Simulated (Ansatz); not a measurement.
# Gap against strain: armchair MoS2 nanoribbon (N = 7, bare edges)

How it was computed: Ansatz 0.2.0, plane waves with PAW datasets, PBE, Fermi-Dirac smearing of 0.05 eV, no spin-orbit coupling. The period is scaled from its relaxed value of 5.459 Å and the atoms relax, within the symmetry of the start, at each strain ε (in %); gaps, in eV, are read on a band path.

```
period (Å)  energy (eV a cell)  place of the conduction minimum (Γ = 0, Z = 1)   ε     gap
     5.240              +0.288                                            0.00  −4   0.439
     5.349              +0.071                                            0.00  −2   0.449
     5.459               0.000                                            0.00   0  0.4575
     5.677              +0.259                                            0.41   4   0.435
     5.786              +0.563                                            0.00   6   0.417
```

One run is withheld: period (Å) = 5.568, with ε = 2. Fit a straight line gap = a + b × ε to the 5 rows shown and predict it.

**Fit.** The means are 0.8 for ε and 0.4395 for gap. The sum of products of deviations is −0.17 and the sum of squares in ε is 68.8, so b = −0.17 / 68.8 = −0.002471 and a = 0.4395 − (−0.002471) × 0.8 = 0.4415. The residuals' standard deviation, with 3 degrees of freedom, is σ = 0.013.

**Prediction.** gap = 0.4415 + (−0.002471) × 2 = 0.4365. The run gave 0.448, so the prediction less the run is −0.011. The standard error of a prediction there, σ√(1 + 1/5 + (2 − 0.8)²/68.8), is 0.015, and the miss is 0.79 times that, for a point between the fitted rows. With so few rows σ is itself uncertain. The slope is only 1.6 times its own standard error, so the line says little more than the mean does.

The gap does not move one way: it turns somewhere between ε = -2 and 2 %, and the true extreme can lie between the rows, beyond the values shown. The conduction minimum changes its place within the series, which a single slope can't follow.

Caveats: Kohn-Sham gaps of a wire among periodic images, which in a check on one flat ribbon (7 Å apart) lowered the gap by 0.2 eV and flattened the slope; the slope b × 100 is a mean deformation potential of the gap, in eV per unit strain. Between neighbouring runs it lies between −0.9 and 0.5 eV, so a bend, a kink or scatter between runs makes one line a rough account. The unstrained row comes from a denser mesh than the others, which shifts its energy a little. Series of this kind are told only where this holds: a gap at every strain (compound wires with polar facets were set aside first). 88 of 101 did.

[Logs are printed without paths, hosts, clocks, repeated set-up lines and the standing remarks that a program may print on its own settings, such as how far it seeks lower states.]
